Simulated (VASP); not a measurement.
**VASP 6.6.1, PBE single-point calculation, AlN (rocksalt)**

INCAR

```
GGA = PE
NELM = 120
EDIFF = 1E-7
LASPH = .TRUE.
PREC = Accurate
IBRION = -1
NSW = 0
LREAL = .FALSE.
ISMEAR = -1
LCHARG = .FALSE.
NBANDS = 11
ENCUT = 520
SIGMA = 0.02
LWAVE = .FALSE.
ISIF = 2
```

KPOINTS

```
KPOINTS created by Atomic Simulation Environment
0
Gamma
10 10 10
0 0 0
```

KPOINTS_OPT

```
special points
7
Reciprocal
0.0000000000 0.0000000000 0.0000000000 1
0.5000000000 0.0000000000 0.5000000000 1
0.6250000000 0.2500000000 0.6250000000 1
0.3750000000 0.3750000000 0.7500000000 1
0.5000000000 0.5000000000 0.5000000000 1
0.5000000000 0.2500000000 0.7500000000 1
0.0000000000 0.5000000000 0.5000000000 1
```

POSCAR

```
Al N
 1.0000000000000000
     0.0000000000000000    2.0188684521432165    2.0188684521432165
     2.0188684521432165    0.0000000000000000    2.0188684521432165
     2.0188684521432165    2.0188684521432165   -0.0000000000000000
 Al  N
   1   1
Cartesian
  0.0000000000000000 -0.0000000000000000 -0.0000000000000000
  2.0188684521432161  2.0188684521432161  2.0188684521432161
```

VASP ran with the recommended PBE PAW datasets (8 valence electrons in the cell).

Command

```
mpirun -np 1 vasp_std
```

From OUTCAR

```
k-points           NKPTS =     47   k-points in BZ     NKDIM =     47   number of bands    NBANDS=     11

   NELECT =       8.0000    total number of electrons

   dimension x,y,z NGX =    24 NGY =   24 NGZ =   24
   dimension x,y,z NGXF=    48 NGYF=   48 NGZF=   48

  energy-cutoff  :      520.00
  volume of cell :       16.46
      direct lattice vectors                 reciprocal lattice vectors
     0.000000000  2.018868452  2.018868452    -0.247663487  0.247663487  0.247663487
     2.018868452  0.000000000  2.018868452     0.247663487 -0.247663487  0.247663487
     2.018868452  2.018868452  0.000000000     0.247663487  0.247663487 -0.247663487

 k-points in reciprocal lattice and weights: KPOINTS created by Atomic Simulation Env
   0.00000000  0.00000000  0.00000000       0.001
   0.10000000  0.00000000  0.00000000       0.008
   0.20000000  0.00000000  0.00000000       0.008
   0.30000000  0.00000000  0.00000000       0.008
   0.40000000  0.00000000  0.00000000       0.008
   0.50000000  0.00000000  0.00000000       0.004
   0.10000000  0.10000000  0.00000000       0.006
   0.20000000  0.10000000  0.00000000       0.024
   ...

 E-fermi :  10.4104

 k-point     1 :       0.0000    0.0000    0.0000
  band No.  band energies     occupation
      1      -7.5734      2.00000
      2      10.0163      2.00000
      3      10.0163      2.00000
      4      10.0163      2.00000
      5      15.7544      0.00000
      6      22.1970      0.00000
      7      22.1970      0.00000
      8      22.1970      0.00000
      9      27.3489      0.00000
     10      27.8364      0.00000
     11      27.8364      0.00000

 k-point     2 :       0.1000    0.0000    0.0000
  band No.  band energies     occupation
      1      -7.3674      2.00000
      2       8.9980      2.00000
      3       9.8932      2.00000
      4       9.8932      2.00000
      5      16.3785      0.00000
      6      21.2954      0.00000
      7      22.4979      0.00000
      8      22.4979      0.00000
      9      26.2722      0.00000
     10      26.2722      0.00000
     11      28.3294      0.00000

 k-point     3 :       0.2000    0.0000    0.0000
  band No.  band energies     occupation
      1      -6.7683      2.00000
      2       6.8503      2.00000
      3       9.5945      2.00000
      4       9.5945      2.00000
      5      17.0088      0.00000
      6      20.8127      0.00000
      7      22.6848      0.00000
      8      22.6848      0.00000
      9      25.6825      0.00000
     10      25.6825      0.00000
     11      27.6698      0.00000

 k-point     4 :       0.3000    0.0000    0.0000
  band No.  band energies     occupation
      1      -5.8495      2.00000
      2       4.5128      2.00000
      3       9.2636      2.00000
      4       9.2636      2.00000
      5      16.7238      0.00000
      6      21.7845      0.00000
      7      21.9560      0.00000
      8      21.9560      0.00000
      9      26.8331      0.00000
     10      27.1738      0.00000
     11      27.1738      0.00000

 k-point     5 :       0.4000    0.0000    0.0000
  band No.  band energies     occupation
      1      -4.8273      2.00000
      2       2.5464      2.00000
      3       9.0203      2.00000
      4       9.0203      2.00000
      5      16.3254      0.00000
      6      21.2892      0.00000
      7      21.2892      0.00000
      8      22.9328      0.00000
      9      26.2930      0.00000
     10      29.4080      0.00000
     11      29.4080      0.00000

 k-point     6 :       0.5000    0.0000    0.0000
  band No.  band energies     occupation
      1      -4.2962      2.00000
      2       1.6872      2.00000
      3       8.9323      2.00000
      4       8.9323      2.00000
      5      16.1779      0.00000
      6      21.0497      0.00000
      7      21.0497      0.00000
      8      23.3796      0.00000
      9      26.1567      0.00000
     10      30.7429      0.00000
     11      30.7429      0.00000

 k-point     7 :       0.1000    0.1000    0.0000
  band No.  band energies     occupation
      1      -7.2993      2.00000
      2       9.0792      2.00000
      3       9.6470      2.00000
      4       9.6470      2.00000
      5      16.6406      0.00000
      6      20.6441      0.00000
      7      22.8153      0.00000
      8      22.8153      0.00000
      9      24.5394      0.00000
     10      28.1602      0.00000
     11      29.5544      0.00000

 k-point     8 :       0.2000    0.1000    0.0000
  band No.  band energies     occupation
      1      -6.8323      2.00000
      2       7.4849      2.00000
      3       9.2709      2.00000
      4       9.4017      2.00000
      5      17.4479      0.00000
      6      19.8141      0.00000
      7      22.4631      0.00000
      8      23.3038      0.00000
      9      24.0868      0.00000
     10      27.5211      0.00000
     11      29.2131      0.00000

 k-point     9 :       0.3000    0.1000    0.0000
  band No.  band energies     occupation
      1      -6.0184      2.00000
      2       5.3106      2.00000
      3       8.9275      2.00000
      4       8.9906      2.00000
      5      17.4414      0.00000
      6      20.5559      0.00000
      7      21.1786      0.00000
      8      22.9374      0.00000
      9      25.5448      0.00000
     10      28.2900      0.00000
     11      28.5666      0.00000

 k-point    10 :       0.4000    0.1000    0.0000
  band No.  band energies     occupation
      1      -5.0102      2.00000
      2       3.2563      2.00000
      3       8.5356      2.00000
      4       8.7287      2.00000
      5      17.0608      0.00000
      6      20.3488      0.00000
      7      22.1035      0.00000
      8      22.1457      0.00000
      9      27.0218      0.00000
     10      28.4126      0.00000
     11      30.1197      0.00000

 k-point    11 :       0.5000    0.1000    0.0000
  band No.  band energies     occupation
      1      -4.2443      2.00000
      2       1.9799      2.00000
      3       8.1973      2.00000
      4       8.7248      2.00000
      5      16.8887      0.00000
      6      20.0458      0.00000
      7      21.5890      0.00000
      8      23.1518      0.00000
      9      27.4112      0.00000
     10      29.5626      0.00000
     11      31.0024      0.00000

 k-point    12 :      -0.4000    0.1000    0.0000
  band No.  band energies     occupation
      1      -4.4267      2.00000
      2       2.2699      2.00000
      3       8.0640      2.00000
      4       8.9139      2.00000
      5      16.9812      0.00000
      6      20.2747      0.00000
      7      21.4633      0.00000
      8      22.9801      0.00000
      9      27.6458      0.00000
     10      29.2254      0.00000
     11      30.2282      0.00000

 k-point    13 :      -0.3000    0.1000    0.0000
  band No.  band energies     occupation
      1      -5.3512      2.00000
      2       3.9009      2.00000
      3       8.1774      2.00000
      4       9.2456      2.00000
      5      17.3108      0.00000
      6      20.9632      0.00000
      7      21.8054      0.00000
      8      21.8310      0.00000
      9      26.6783      0.00000
     10      28.1035      0.00000
     11      29.2930      0.00000

 k-point    14 :      -0.2000    0.1000    0.0000
  band No.  band energies     occupation
      1      -6.3228      2.00000
      2       6.0347      2.00000
      3       8.5513      2.00000
      4       9.6172      2.00000
      5      17.6519      0.00000
      6      20.4039      0.00000
      7      22.0729      0.00000
      8      22.6839      0.00000
      9      24.5722      0.00000
     10      27.5845      0.00000
     11      28.8787      0.00000

 k-point    15 :      -0.1000    0.1000    0.0000
  band No.  band energies     occupation
      1      -7.0306      2.00000
      2       7.9623      2.00000
      3       9.2063      2.00000
      4       9.8788      2.00000
      5      17.1288      0.00000
      6      20.4311      0.00000
      7      22.7897      0.00000
      8      22.9183      0.00000
      9      24.3837      0.00000
     10      26.5887      0.00000
     11      29.1802      0.00000

 k-point    16 :       0.2000    0.2000    0.0000
  band No.  band energies     occupation
      1      -6.5073      2.00000
      2       7.1999      2.00000
      3       8.8208      2.00000
      4       8.8208      2.00000
      5      17.9706      0.00000
      6      18.4322      0.00000
      7      21.5856      0.00000
      8      24.2242      0.00000
      9      24.2242      0.00000
     10      29.1102      0.00000
     11      31.3102      0.00000

 ...

  Total        0.6292347      0.6292347      0.6292347     -0.0000000      0.0000000      0.0000000
  in kB       61.2589008     61.2589008     61.2589008     -0.0000000      0.0000000      0.0000000
  external PRESSURE =      61.2589008 kB  Pullay stress =       0.0000000 kB

 POSITION                                       TOTAL-FORCE (eV/Angst)
 -----------------------------------------------------------------------------------
      0.00000      0.00000      0.00000         0.000000     -0.000000     -0.000000
      2.01887      2.01887      2.01887        -0.000000      0.000000      0.000000
 -----------------------------------------------------------------------------------
    total drift:                               -0.000000     -0.000000      0.000000

  FREE ENERGIE OF THE ION-ELECTRON SYSTEM (eV)
  ---------------------------------------------------
  free  energy   TOTEN  =       -14.5383882605 eV

  energy  without entropy=      -14.5383882605  energy(sigma->0) =      -14.53838826
```

* gap between bands v and c: 4.65 eV
* least direct gap: 5.74 eV
* pressure: 6.1 GPa

Band v is the last that the valence electrons fill when counted band by band, and c is the next.

The run took about 5.5 s on one core of a shared host (Intel Xeon Platinum 8488C) and held 0.13 GiB at most.
